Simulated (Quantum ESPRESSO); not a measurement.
Crystal: NaF (Villiaumite).

```
CELL_PARAMETERS angstrom
0.00000 2.32000 2.32000
2.32000 0.00000 2.32000
2.32000 2.32000 0.00000
ATOMIC_POSITIONS crystal
Na 0.00000 0.00000 0.00000
F 0.50000 0.50000 0.50000
```

```yaml
Program: Quantum ESPRESSO 7.5
Task: phonons
Functional: vdW-DF-cx
Potentials_or_basis: GBRV 1.5 PBE
Cutoff: 612 eV
Density_cutoff: 4898 eV
k_mesh: 6 × 6 × 6, shifted
Occupations: fermi-dirac, width 0.05 eV
Spin: no spin polarisation
Mixing_beta: 0.5
Most_SCF_iterations: 120
SCF_threshold: 4e-10 Ry
```

The cell and the atoms were relaxed first, to 13.02 Å³/atom (a = 3.327 Å, b = 3.327 Å, c = 3.327 Å, α = 60.00°, β = 60.00°, γ = 60.00°), and the response was taken there.

The first run showed a gap, so the response started from a second, tighter run with fixed occupations.

What is the highest optical frequency at the zone centre, leaving out the macroscopic field of polar modes?

236 cm⁻¹, a mode of symmetry T1u (IR). With the field the highest mode lies at 396 cm⁻¹.

Optical modes at Γ, degenerate ones joined, polar ones without the macroscopic field:
```csv
cm⁻¹,components,symmetry,active in,"IR intensity, summed ((D/Å)²/amu)"
236,3,T1u,IR,6.87
```

Zone-centre frequencies without and with the macroscopic field along z (cm⁻¹):
```
                optical modes in rising order
       without                    236 236 236
with the field                    236 236 396
```

Caveat: the potentials were made for another functional, which shifts forces and pressure.
